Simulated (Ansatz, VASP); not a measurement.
LiCl: VASP beside Ansatz

```
CELL_PARAMETERS angstrom
3.87901 0.00000 0.00000
-1.93950 3.35932 0.00000
0.00000 0.00000 6.17773
ATOMIC_POSITIONS crystal
Li 0.66667 0.33333 0.87857
Li 0.33333 0.66667 0.37857
Cl 0.66667 0.33333 0.49643
Cl 0.33333 0.66667 0.99643
```

Alike in both runs: functional PBEsol; k mesh 9 × 9 × 4; occupations gaussian, width 0.02 eV; no spin polarisation.

Ansatz relaxed the structure, and its values are those at the end. VASP's run is a single point on that final structure, the one shown.

```csv
,VASP,Ansatz
version,VASP 6.6.1,Ansatz 0.2.0
potentials or method,"VASP PAW PBE potentials, release 64 (Li_sv, Cl)","scalar-relativistic, plane waves, PAW"
plane-wave cutoff (eV),520,420
valence electrons in the cell,20,20
```

```csv
,VASP,Ansatz,Ansatz less VASP
gap on the k mesh at the Fermi level (eV),5.85,5.85,-0.003
least direct gap on the mesh (eV),5.85,5.85,-0.003
```

Caveats: an odd mesh through Γ misses points on the zone boundary, where band edges often lie.
